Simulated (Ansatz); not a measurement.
Input deck for Ansatz 0.2.0, then the block of the output on the nuclei.

The cell is an entry of the Crystallography Open Database (COD), relaxed with PBE at fixed cell and then changed (volume scaled by 1.06, ions relaxed).

```yaml
crystal:
  lattice:
    - [6.2267755065, -1.5483330515, 0.0]
    - [6.2267755065, 1.5483330515, 0.0]
    - [-1.41317205, 0.0, 5.7404290996]
  atoms:
    - { symbol: Ga, position: [0.0911833854, 0.0911833854, 0.7953103732] }
    - { symbol: Ga, position: [0.9088166146, 0.9088166146, 0.2046896268] }
    - { symbol: Ga, position: [0.6595088908, 0.6595088908, 0.3127354657] }
    - { symbol: Ga, position: [0.3404911092, 0.3404911092, 0.6872645343] }
    - { symbol: O, position: [0.1689536157, 0.1689536157, 0.1084335272] }
    - { symbol: O, position: [0.8310463843, 0.8310463843, 0.8915664728] }
    - { symbol: O, position: [0.1722026499, 0.1722026499, 0.560313389] }
    - { symbol: O, position: [0.8277973501, 0.8277973501, 0.439686611] }
    - { symbol: O, position: [0.4967068351, 0.4967068351, 0.2537038787] }
    - { symbol: O, position: [0.5032931649, 0.5032931649, 0.7462961213] }
kpoints:
  mp_grid: { grid: [10, 10, 6] }
scf:
  occupations: { method: fermi_dirac, width: 0.02 }
hamiltonian:
  xc: pbe
  pseudopotentials: { kind: paw }
output:
  forces: true
  stress: true
  populations: true
  efg:
    quadrupole_moments_barn: { Ga: 0.107, O: -0.02558 }
    contact_densities: true
  write_density: true
  write_potential: true
  elf: true
  volumetric_format: npy
relax:
  f_tol: 0.02
  max_steps: 60
```

```sh
ansatz run input.yaml --threads 4 --pin off --max-ram 8192MiB --backend cpu --events-out ev --progress --plain --runs-dir out
```

The run relaxes the ions first, and the block belongs to the relaxed positions.

Of the output, the block on the nuclei alone is shown; the set-up, the SCF iterations, energies, forces and stress are cut. One atom of each set with nearly equal values is shown.

```
--- PAW observables at the nuclei: V_zz in 10²¹ V/m², potentials from the cell's mean, atoms counted from 1 ---
  atom   1  Ga V_zz =    +3.851263   η = 0.6795   by run symmetry: allowed   C_q = +9.9642 MHz
            electrostatic potential = -4132.507269 V   contact ρ = 187389.508768 e/Å³
  atom   3  Ga V_zz =    +2.624744   η = 0.0618   by run symmetry: allowed   C_q = +6.7909 MHz
            electrostatic potential = -4132.455430 V   contact ρ = 187381.278685 e/Å³
  atom   5  O  V_zz =    -9.075569   η = 0.4092   by run symmetry: allowed   C_q = +5.6134 MHz
            electrostatic potential = -624.529985 V   contact ρ = 2156.812887 e/Å³
  atom   7  O  V_zz =    +4.177537   η = 0.1710   by run symmetry: allowed   C_q = -2.5839 MHz
            electrostatic potential = -624.167398 V   contact ρ = 2157.425402 e/Å³
  atom   9  O  V_zz =   -11.544476   η = 0.0272   by run symmetry: allowed   C_q = +7.1405 MHz
            electrostatic potential = -624.329087 V   contact ρ = 2156.205653 e/Å³
```

The relaxation (5 steps) took 37 s of wall time (2.3 min of CPU time) and 1.2 GiB at its peak, on 4 threads of AMD EPYC 9R14 (Zen 4) (x86_64; 16 cores open to the job, memory cap 8.0 GiB, no GPU), a shared host with a load of 0.2 a core.
